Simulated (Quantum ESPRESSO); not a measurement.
CuO: equation of state with PBEsol

Crystal: CuO.

```
CELL_PARAMETERS angstrom
2.83633 0.00000 0.00000
-1.41816 2.45633 0.00000
0.00000 0.00000 2.76811
ATOMIC_POSITIONS crystal
Cu 0.00000 0.00000 0.00000
O 0.66667 0.33333 0.50000
```

Measurements of this composition are mostly on another form, of space group No. 15.

```
Program             : Quantum ESPRESSO 7.5
Task                : equation of state
Functional          : PBEsol
Potentials or basis : GBRV 1.5 PBEsol
Cutoff              : 762 eV
Density cutoff      : 6095 eV
k mesh              : 11 × 11 × 10
Occupations         : fermi-dirac, width 0.05 eV
Spin                : no spin polarisation
```

```yaml
Equilibrium_volume: 9.19 Å³/atom
Bulk_modulus_at_fixed_shape_and_positions: 198 GPa
Pressure_derivative_of_the_bulk_modulus: 4.8
```

Energy against volume, from the lowest point:
```
volume (Å³/atom)  energy (meV/atom)
           9.064               0.73
           9.257               0.00
           9.450               4.07
           9.643              12.39
           9.836              24.46
          10.028              39.87
          10.221              58.20
```

All runs of the series together: 3.4 min on 1 thread of Arm Neoverse V1 (shared host).

Caveat: the cell was scaled at fixed shape and fractional positions, which overstates the stiffness of a crystal with free parameters, most of all of layers and chains; the run has no spin polarisation, though such a crystal can be magnetic.
